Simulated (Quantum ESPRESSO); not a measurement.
# AlN (F-43m) in Quantum ESPRESSO: a series of runs, part 4 of 4

Quantum ESPRESSO 7.5. The steps go on from the part before.

## 5. Dielectric tensor, WC

pw.in

```
&CONTROL
  calculation = 'scf'
  prefix = 'pwscf'
  outdir = './tmp'
  pseudo_dir = './pseudo'
  tprnfor = .true.
  tstress = .true.
  disk_io = 'low'
/
&SYSTEM
  ibrav = 0
  nat = 2
  ntyp = 2
  ecutwfc = 45
  ecutrho = 360
  nbnd = 9
  input_dft = 'wc'
  occupations = 'smearing'
  smearing = 'fd'
  degauss = 0.00367493
/
&ELECTRONS
  conv_thr = 4d-10
  electron_maxstep = 120
  mixing_beta = 0.5
/
ATOMIC_SPECIES
Al    26.9815 al_pbe_v1.uspp.F.UPF
N     14.0070 n_pbe_v1.2.uspp.F.UPF
CELL_PARAMETERS angstrom
   0.0000000000    2.1839935596    2.1839935596
   2.1839935596    0.0000000000    2.1839935596
   2.1839935596    2.1839935596    0.0000000000
ATOMIC_POSITIONS angstrom
Al     0.0000000000    0.0000000000    0.0000000000
N      1.0919967798    1.0919967798    1.0919967798
K_POINTS automatic
8 8 8 1 1 1
```

scf2.in

```
&CONTROL
  calculation = 'scf'
  prefix = 'pwscf'
  outdir = './tmp'
  pseudo_dir = './pseudo'
  tprnfor = .true.
  tstress = .true.
  disk_io = 'low'
/
&SYSTEM
  ibrav = 0
  nat = 2
  ntyp = 2
  ecutwfc = 45
  ecutrho = 360
  nbnd = 9
  input_dft = 'wc'
  occupations = 'fixed'
/
&ELECTRONS
  conv_thr = 1d-13
  electron_maxstep = 120
  mixing_beta = 0.5
  startingpot = 'file'
  startingwfc = 'file'
/
ATOMIC_SPECIES
Al    26.9815 al_pbe_v1.uspp.F.UPF
N     14.0070 n_pbe_v1.2.uspp.F.UPF
CELL_PARAMETERS angstrom
   0.0000000000    2.1839935596    2.1839935596
   2.1839935596    0.0000000000    2.1839935596
   2.1839935596    2.1839935596    0.0000000000
ATOMIC_POSITIONS angstrom
Al     0.0000000000    0.0000000000    0.0000000000
N      1.0919967798    1.0919967798    1.0919967798
K_POINTS automatic
8 8 8 1 1 1
```

ph.in

```
dielectric of AlN
&INPUTPH
  prefix = 'pwscf'
  outdir = './tmp'
  tr2_ph = 1d-18
  fildyn = 'dyn'
  niter_ph = 90
  alpha_mix(1) = 0.7
  epsil = .true.
  trans = .false.
  zeu = .true.
/
0.0000000000 0.0000000000 0.0000000000
```

Potentials or basis: GBRV 1.5 PBE.

The run is started by

```sh
$ OMP_NUM_THREADS=1 pw.x -in pw.in > pw.out
$ OMP_NUM_THREADS=1 pw.x -in scf2.in > scf2.out
$ OMP_NUM_THREADS=1 ph.x -in ph.in > ph.out
```

pw.out:

```text
This program is part of the open-source Quantum ESPRESSO suite
     for quantum simulation of materials; please cite
         "P. Giannozzi et al., J. Phys.:Condens. Matter 21 395502 (2009);
         "P. Giannozzi et al., J. Phys.:Condens. Matter 29 465901 (2017);
         "P. Giannozzi et al., J. Chem. Phys. 152 154105 (2020);
     in publications or presentations arising from this work. More details at

     IMPORTANT: XC functional enforced from input :
     Exchange-correlation= WC
                           (   1   4  11   4   0   0   0)
     Any further DFT definition will be discarded
     Please, verify this is what you really want

     Message from routine setup:
     using ibrav=0 with symmetry is DISCOURAGED, use correct ibrav instead

     G-vector sticks info
     --------------------
     sticks:   dense  smooth     PW     G-vecs:    dense   smooth      PW
     Sum         847     421    151                16361     5769    1139

     Using Slab Decomposition

     bravais-lattice index     =            0
     lattice parameter (alat)  =       5.8367  a.u.
     unit-cell volume          =     140.5985 (a.u.)^3
     number of atoms/cell      =            2
     number of atomic types    =            2
     number of electrons       =         8.00
     number of Kohn-Sham states=            9
     kinetic-energy cutoff     =      45.0000  Ry
     charge density cutoff     =     360.0000  Ry
     scf convergence threshold =      4.0E-10
     mixing beta               =       0.5000
     number of iterations used =            8  plain     mixing
     Exchange-correlation= WC
                           (   1   4  11   4   0   0   0)

     celldm(1)=   5.836671  celldm(2)=   0.000000  celldm(3)=   0.000000
     celldm(4)=   0.000000  celldm(5)=   0.000000  celldm(6)=   0.000000

[... 8 lines left out ...]
               b(3) = (  0.707107  0.707107 -0.707107 )

     PseudoPot. # 1 for Al read from file:
     al_pbe_v1.uspp.F.UPF
     Pseudo is Ultrasoft + core correction, Zval =  3.0
     Generated by new atomic code, or converted to UPF format
     Using radial grid of  893 points,  3 beta functions with:
                l(1) =   0
                l(2) =   1
                l(3) =   2
     Q(r) pseudized with  8 coefficients,  rinner =    0.900   0.900   0.900
                                                       0.900   0.900

     PseudoPot. # 2 for N  read from file:
     n_pbe_v1.2.uspp.F.UPF
     Pseudo is Ultrasoft + core correction, Zval =  5.0
     Generated by new atomic code, or converted to UPF format
     Using radial grid of  729 points,  4 beta functions with:
                l(1) =   0
                l(2) =   0
                l(3) =   1
                l(4) =   1
     Q(r) pseudized with  8 coefficients,  rinner =    0.900   0.900   0.900

     atomic species   valence    mass     pseudopotential
     Al                3.00    26.98150     Al( 1.00)
     N                 5.00    14.00700     N ( 1.00)

     24 Sym. Ops. (no inversion) found

   Cartesian axes

     site n.     atom                  positions (alat units)
         1        Al     tau(   1) = (   0.0000000   0.0000000   0.0000000  )
         2        N      tau(   2) = (   0.3535534   0.3535534   0.3535534  )

     number of k points=    60  Fermi-Dirac smearing, width (Ry)=  0.0037
                       cart. coord. in units 2pi/alat
        k(    1) = (   0.0441942   0.0441942   0.0441942), wk =   0.0078125
        k(    2) = (   0.1325825   0.1325825  -0.0441942), wk =   0.0234375
        k(    3) = (   0.2209709   0.2209709  -0.1325825), wk =   0.0234375
        k(    4) = (   0.3093592   0.3093592  -0.2209709), wk =   0.0234375
        k(    5) = (  -0.3093592  -0.3093592   0.3977476), wk =   0.0234375
        k(    6) = (  -0.2209709  -0.2209709   0.3093592), wk =   0.0234375
[... 52 lines left out ...]
        k(   59) = (   0.3093592   0.3093592   0.3093592), wk =   0.0078125
        k(   60) = (  -0.3093592  -0.3093592   0.9280777), wk =   0.0234375

     Dense  grid:    16361 G-vectors     FFT dimensions: (  36,  36,  36)

     Smooth grid:     5769 G-vectors     FFT dimensions: (  25,  25,  25)

     Initial potential from superposition of free atoms

     starting charge       7.9975, renormalised to       8.0000
     Starting wfcs are    8 randomized atomic wfcs +    1 random wfcs

     Self-consistent Calculation

     iteration #  1     ecut=    45.00 Ry     beta= 0.50
     Davidson diagonalization with overlap
     ethr =  1.00E-02,  avg # of iterations =  5.4

     total energy              =     -26.82351218 Ry
     estimated scf accuracy    <       0.55878956 Ry

     iteration #  2     ecut=    45.00 Ry     beta= 0.50
     Davidson diagonalization with overlap
     ethr =  6.98E-03,  avg # of iterations =  1.9

     total energy              =     -26.97745419 Ry
     estimated scf accuracy    <       0.07759812 Ry

     iteration #  3     ecut=    45.00 Ry     beta= 0.50
     Davidson diagonalization with overlap
     ethr =  9.70E-04,  avg # of iterations =  1.0

     total energy              =     -26.98974464 Ry
     estimated scf accuracy    <       0.00389804 Ry

     iteration #  4     ecut=    45.00 Ry     beta= 0.50
     Davidson diagonalization with overlap
     ethr =  4.87E-05,  avg # of iterations =  2.2

     total energy              =     -26.98996287 Ry
     estimated scf accuracy    <       0.00047892 Ry

     iteration #  5     ecut=    45.00 Ry     beta= 0.50
     Davidson diagonalization with overlap
     ethr =  5.99E-06,  avg # of iterations =  1.9
[... 22 lines left out ...]
     total energy              =     -26.99001806 Ry
     estimated scf accuracy    <          1.4E-09 Ry

     iteration #  9     ecut=    45.00 Ry     beta= 0.50
     Davidson diagonalization with overlap
     ethr =  1.70E-11,  avg # of iterations =  2.0

     total energy              =     -26.99001806 Ry
     estimated scf accuracy    <          2.8E-09 Ry

     iteration # 10     ecut=    45.00 Ry     beta= 0.50
     Davidson diagonalization with overlap
     ethr =  1.70E-11,  avg # of iterations =  1.0

     total energy              =     -26.99001806 Ry
     estimated scf accuracy    <          7.3E-10 Ry

     iteration # 11     ecut=    45.00 Ry     beta= 0.50
     Davidson diagonalization with overlap
     ethr =  9.17E-12,  avg # of iterations =  1.5

     End of self-consistent calculation

          k = 0.0442 0.0442 0.0442 (   722 PWs)   bands (ev):

    -8.1400   6.5098   6.8457   6.8457  11.2289  19.0397  19.2650  19.2650
    23.6882

          k = 0.1326 0.1326-0.0442 (   713 PWs)   bands (ev):

    -7.8366   5.2341   6.5224   6.8326  12.2882  18.4027  19.2776  19.4620
    21.8147

          k = 0.2210 0.2210-0.1326 (   721 PWs)   bands (ev):

    -7.1542   3.2038   6.2525   6.6589  13.4995  17.3842  18.7161  18.8776
    22.3555

          k = 0.3094 0.3094-0.2210 (   724 PWs)   bands (ev):

    -6.3674   1.5014   6.1205   6.4418  14.1285  16.3902  18.1352  18.3820
    24.4049

          k =-0.3094-0.3094 0.3977 (   721 PWs)   bands (ev):

    -6.0766   0.9680   6.1662   6.2996  14.2541  16.0625  18.0191  18.2595
    24.6181

          k =-0.2210-0.2210 0.3094 (   722 PWs)   bands (ev):

    -6.6101   1.9814   6.3023   6.3576  13.9324  16.6556  18.3412  18.5341
    23.4018
[... 86 lines left out ...]
          k = 0.0442-0.4861 0.5745 (   715 PWs)   bands (ev):

    -5.4730   2.4404   3.3234   5.2779  12.1103  16.8793  19.5193  20.4037
    22.3773

          k = 0.1326-0.3977 0.4861 (   715 PWs)   bands (ev):

    -5.7568   1.6846   4.3507   5.8199  13.6882  16.1261  18.9317  19.4051
    23.6739

          k = 0.2210-0.3094 0.3977 (   718 PWs)   bands (ev):

    -6.1157   1.2664   5.7796   6.2452  14.4777  15.6239  18.3493  18.5924
    24.2916

          k =-0.6629 0.0442 0.0442 (   720 PWs)   bands (ev):

    -5.4777   1.9492   4.8399   5.0665  10.3005  15.4295  20.4870  22.2347
    22.2732

          k =-0.5745 0.1326-0.0442 (   717 PWs)   bands (ev):

    -5.7167   2.2768   4.6211   5.1099  11.3329  16.1412  19.4530  21.2940
    22.2646

          k =-0.4861 0.2210-0.1326 (   716 PWs)   bands (ev):

    -5.9832   2.0113   4.8001   5.6732  13.1314  16.5636  18.4297  19.8520
    22.4941

          k =-0.4861 0.0442 0.0442 (   711 PWs)   bands (ev):

    -6.2251   2.7630   5.2723   5.3977  11.5424  16.0504  19.0382  21.4224
    21.6366

          k =-0.3977 0.1326-0.0442 (   718 PWs)   bands (ev):

    -6.6543   3.1125   5.4034   5.8659  12.9358  16.9590  17.7828  20.4174
    21.4025

          k =-0.3094 0.0442 0.0442 (   712 PWs)   bands (ev):

    -7.2664   4.2130   6.0465   6.0543  12.9835  17.2822  18.2176  20.2801
    20.5660

          k = 0.1326 0.1326 0.1326 (   718 PWs)   bands (ev):

    -7.6916   4.6204   6.6966   6.6966  12.5927  18.1283  19.3323  19.3323
    22.5731

          k = 0.2210 0.2210 0.0442 (   718 PWs)   bands (ev):

    -7.2769   3.7807   5.8471   6.7423  13.5097  17.6317  18.3351  19.3518
    21.2825

          k = 0.3094 0.3094-0.0442 (   723 PWs)   bands (ev):

    -6.5752   2.6519   4.9312   6.5002  14.5654  16.1715  18.1882  19.0641
    22.1487

          k =-0.3094-0.3094 0.5745 (   716 PWs)   bands (ev):

    -5.9448   1.6054   4.7180   6.1459  14.3456  15.6552  18.8288  18.8996
    24.5155

          k =-0.2210-0.2210 0.4861 (   716 PWs)   bands (ev):
[... 99 lines left out ...]
          k =-0.1326-0.3094 0.7513 (   715 PWs)   bands (ev):

    -5.5079   2.4909   3.3275   5.0919  12.9309  17.0828  18.9140  19.7753
    23.2603

          k =-0.8397 0.2210 0.2210 (   710 PWs)   bands (ev):

    -5.6882   1.8311   4.1169   5.7372  12.9736  16.5741  19.0808  19.8090
    22.7470

          k = 0.3094 0.3094 0.3094 (   724 PWs)   bands (ev):

    -6.2128   1.0950   6.3794   6.3794  14.0159  16.6973  17.9331  17.9331
    24.3621

          k =-0.3094-0.3094 0.9281 (   719 PWs)   bands (ev):

    -5.9869   1.1515   5.5485   6.2159  14.6686  15.3093  18.3715  18.7324
    24.8241

     the Fermi energy is     8.3420 ev

!    total energy              =     -26.99001806 Ry
     estimated scf accuracy    <          2.8E-13 Ry
     smearing contrib. (-TS)   =      -0.00000000 Ry
     internal energy E=F+TS    =     -26.99001806 Ry

     The total energy is F=E-TS. E is the sum of the following terms:
     one-electron contribution =      -0.94755236 Ry
     hartree contribution      =       5.58938799 Ry
     xc contribution           =      -9.83189448 Ry
     ewald contribution        =     -21.79995921 Ry

     convergence has been achieved in  11 iterations

     Forces acting on atoms (cartesian axes, Ry/au):

     atom    1 type  1   force =    -0.00000000   -0.00000000   -0.00000000
     atom    2 type  2   force =     0.00000000   -0.00000000    0.00000000

     Total force =     0.000000     Total SCF correction =     0.000000

     Computing stress (Cartesian axis) and pressure

          total   stress  (Ry/bohr**3)                   (kbar)     P=       22.92
   0.00015583   0.00000000  -0.00000000           22.92        0.00       -0.00
   0.00000000   0.00015583   0.00000000            0.00       22.92        0.00
  -0.00000000   0.00000000   0.00015583           -0.00        0.00       22.92

=------------------------------------------------------------------------------=
   JOB DONE.
=------------------------------------------------------------------------------=
```

It took 33 s on 1 thread of Arm Neoverse V2, shared host; peak memory 0.05 GiB.

What came out:

* Free energy: -367.2179 eV
* Pressure: 2.3 GPa
* Electronic dielectric tensor (diagonal): 4.64
* Born charges (mean of the diagonal): Al +2.55; N -2.55 e

Electronic dielectric tensor:
```
4.64 0.00 0.00
0.00 4.64 0.00
0.00 0.00 4.64
```

Born effective charge tensors (e):
atom 1, Al
```
2.55 0.00 0.00
0.00 2.55 0.00
0.00 0.00 2.55
```
atom 2, N
```
-2.55  0.00  0.00
 0.00 -2.55  0.00
 0.00  0.00 -2.55
```

Caveat: the potentials were made for another functional, which shifts forces and pressure.

## 6. The runs side by side

```csv
level,potentials or basis,form of the LDA correlation,pressure (GPa)
LDA,GBRV 1.5 LDA,PZ81,-2.8
PBE,GBRV 1.5 PBE,-,5.4
PBEsol,GBRV 1.5 PBEsol,-,1.7
WC,GBRV 1.5 PBE,-,2.3
```

Alike in all rows: task dielectric tensor; no spin polarisation; cell as given; k mesh 8 × 8 × 8, shifted; cutoff (eV) 612; smearing fermi-dirac 0.05 eV.

Caveats: the cell is more than 3 GPa from zero pressure, which shifts response properties (some runs); the potentials were made for another functional, which shifts forces and pressure (some runs).

Total energies depend on the potentials used, so only differences within one code and one set of settings carry meaning.
